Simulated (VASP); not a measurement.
Cu, 1 atom in the cell. Symmetry: I4/mmm, No. 139, tetragonal system. The conventional cell has a = 2.886 Å, b = 2.886 Å, c = 2.752 Å, α = 90.00°, β = 90.00°, γ = 90.00°. Cu (site symmetry 4/mmm) has 10 Cu at 2.46 to 2.75 Å as nearest neighbours. This isn't the form of Cu at room conditions, which is fcc.

| Property | Result |
| --- | --- |
| Program | VASP 6.6.1 |
| Task | electron localisation function |
| Functional | r2SCAN |
| Potentials or basis | VASP PAW PBE potentials, release 64 (Cu) |
| Cutoff | 700 eV |
| k mesh | 13 × 13 × 13 |
| Occupations | fermi-dirac, width 0.1 eV |
| Spin | no spin polarisation |
| Hubbard terms | Cu d U = 6 eV |
| Further INCAR settings | ALGO = Normal; EDIFF = 1e-06; ISYM = 1 |

Potentials or basis: VASP PAW PBE potentials, release 64 (Cu).

Run with:

```sh
$ cat potpaw_PBE.64/Cu/POTCAR > POTCAR
$ mpirun -np 1 vasp_std > vasp.out
```

Hardware: 1 thread of AMD EPYC 7R43 64-Core Processor (Zen 3), on a shared host.

Q: How long does it take, and how much memory?

A: It took 4.5 min on 1 thread of AMD EPYC 7R43 64-Core Processor (Zen 3), on a shared host, peak memory 0.13 GiB. Counts: scf iterations 15, k points 196.
